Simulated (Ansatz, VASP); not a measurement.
## One calculation of Si2C, two programs

```
CELL_PARAMETERS angstrom
2.96684 0.00000 0.00000
-1.48342 2.56936 0.00000
0.00000 0.00000 4.24374
ATOMIC_POSITIONS crystal
Si 0.66667 0.33333 0.22463
Si 0.33333 0.66667 0.77537
C 0.00000 0.00000 0.50000
```

Change from the starting cell: species swapped into the Cr2C type (P-3m1, No. 164).

Alike in both runs: functional PBE; k mesh 6 × 6 × 4; occupations gaussian, width 0.1 eV; no spin polarisation.

Ansatz relaxed the structure, and its values are those at the end. VASP's run is a single point on that final structure, the one shown.

```csv
,VASP,Ansatz
version,VASP 6.6.1,Ansatz 0.2.0
potentials or method,"VASP PAW PBE potentials, release 64 (Si, C)","scalar-relativistic, plane waves, PAW"
plane-wave cutoff (eV),520,420
valence electrons in the cell,12,12
```

```tsv
	VASP	Ansatz	Ansatz less VASP
gap on the k mesh at the Fermi level (eV)	none	none	-
pressure (GPa)	0.1	0.1	-0.04
rms of the force components (eV/Å)	0.009	0.010	+0.0009
```

A gap of «none» marks a metal or a gap that the smearing closes. With one functional, cell and mesh, what is left measures potentials, basis and numerics.

Caveats: the k mesh is coarse (spacing up to 0.41 Å⁻¹), so the values aren't converged.
